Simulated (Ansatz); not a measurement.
# Na2S: the cost of one run

Method: DFT PBEsol, frozen-core PAW, scalar-relativistic unless said, in Ansatz 0.2.0.

## (1) The system as given

It takes space group Fm-3m (No. 225, cubic). The conventional cell has a = 6.547 Å, b = 6.547 Å, c = 6.547 Å, α = 90.00°, β = 90.00°, γ = 90.00°. Na (site symmetry -43m) has 4 S at 2.83 Å as nearest neighbours. S (site symmetry m-3m) is surrounded by 8 Na at 2.83 Å.

Structure file:

```
CELL_PARAMETERS angstrom
3.27350 3.27350 0.00000
-3.27350 3.27350 0.00000
0.00000 3.27350 3.27350
ATOMIC_POSITIONS crystal
Na 0.25000 0.75000 0.50000
Na 0.75000 0.25000 0.50000
S 0.00000 0.00000 0.00000
```

Cartesian axes are those of the input's lattice vectors. The structure goes back to a database entry.

## (2) Cell and atoms relaxed, PAW

input.yaml

```yaml
crystal:
  lattice:
    - [3.2735, 3.2735, 0.0]
    - [-3.2735, 3.2735, 0.0]
    - [0.0, 3.2735, 3.2735]
  atoms:
    - { symbol: Na, position: [0.25, 0.75, 0.5] }
    - { symbol: Na, position: [0.75, 0.25, 0.5] }
    - { symbol: S, position: [0.0, 0.0, 0.0] }
kpoints:
  mp_grid: { grid: [10, 10, 10] }
scf:
  occupations: { method: fermi_dirac, width: 0.05 }
hamiltonian:
  xc: pbesol
  pseudopotentials: { kind: paw }
relax:
  f_tol: 0.002
  max_steps: 80
  cell: {}
output:
  forces: true
  stress: true
  write_density: true
  write_potential: true
  elf: true
  volumetric_format: npy
```

On the command line:

```
$ ansatz run input.yaml --threads 1 --pin off --max-ram 3072MiB --backend cpu --events-out ev --progress --plain --runs-dir out
```

Q: Estimate wall time and peak memory on 1 thread of Arm Neoverse V1, shared host.

About 11 s, with a peak of 0.35 GiB.
